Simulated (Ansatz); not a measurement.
A run of Ansatz 0.2.0 is set up as follows.

Contents of run.py:

```python
import json

import ase.io
import numpy as np

import ansatz as az

atoms = ase.io.read("C.cif")
atoms.info.pop("occupancy", None)

calculation = (
    az.Crystal.from_ase(atoms)
    .calculation()
    .basis(cutoff=600.0)
    .kpoints(10, 10, 10)
    .functional("blyp", dispersion="d3bj")
    .pseudopotentials(kind="paw", source="ansatz")
    .occupations(method="tetrahedron")
    .density()
    .potential()
    .output_files(volumetric_format="npy")
    .electron_localization_function()
    .forces()
    .stress()
    .band_table(publish=True)
)
outcome = calculation.run(threads=2, events_out="events.jsonl")

report = outcome.report
for line in open("events.jsonl"):
    event = json.loads(line)
    if event["event"] == "scf_iter":
        d = event["data"]
        print(f"SCF {d['iter']:3d}  HF = {d['harris_foulkes_ev']:.6f} eV  dr2 = {d['dr2_ev']:.2e} eV")
    elif event["event"] in ("relax_step", "md_step"):
        d = event["data"]
        print(f"{event['event']} {d['step']:3d}  E = {d['lagrangian_ev']:.6f} eV")
np.set_printoptions(precision=5, suppress=True, linewidth=110)
print("converged:", report["converged"], "after", report["n_iterations"], "iterations")
print(f"free energy {report['free_energy_ev']:.6f} eV, Fermi level {report['fermi_energy_ev']:.4f} eV")
for key in ("band_edges_ev", "magnetization_mub", "site_moments_mub", "site_moments_nc_mub", "forces_ev_ang",
                "stress_gpa", "kpoints_frac", "eigenvalues_ev"):
    if report.get(key) is not None:
        print(key, np.array(report[key]), sep="\n")
```

The input C.cif:

```cif
data_C
_cell_length_a 2.52206604
_cell_length_b 2.52206604
_cell_length_c 2.52206604
_cell_angle_alpha 60.00000000
_cell_angle_beta 60.00000000
_cell_angle_gamma 60.00000000
_space_group_name_H-M_alt 'P1'
_space_group_name_Hall 'P 1'
_space_group_IT_number 1
loop_
_space_group_symop_operation_xyz
'x,y,z'
loop_
_atom_site_label
_atom_site_type_symbol
_atom_site_symmetry_multiplicity
_atom_site_Wyckoff_symbol
_atom_site_fract_x
_atom_site_fract_y
_atom_site_fract_z
_atom_site_occupancy
C1 C 1 a 0.7571180000 0.7377050000 0.7572610000 1
C2 C 1 a 0.4956790000 0.5024770000 0.4997170000 1
```

Potentials or basis: Ansatz PAW earlier set.

The run is started by

```bash
$ python run.py
```

Question: What does it give for the pressure?

Answer: 1.5 GPa.

Question: Predict the largest force.

Answer: 1.334 eV/Å.

Question: Estimate the band gap on the k mesh.

Answer: 3.87 eV, indirect (least direct gap 4.63 eV).

Stress tensor (GPa, compression positive):
```
 1.64 -0.44 -0.46
-0.44  1.07  0.26
-0.46  0.26  1.78
```

Caveat: the potentials were made for another functional, which shifts forces and pressure; the pressure holds a Pulay correction of +2.4 GPa for the finite cutoff; with tetrahedron occupations forces and stress needn't match the slope of the energy; the cutoff lies under the one recommended for these potentials. A k mesh can miss the band edges.
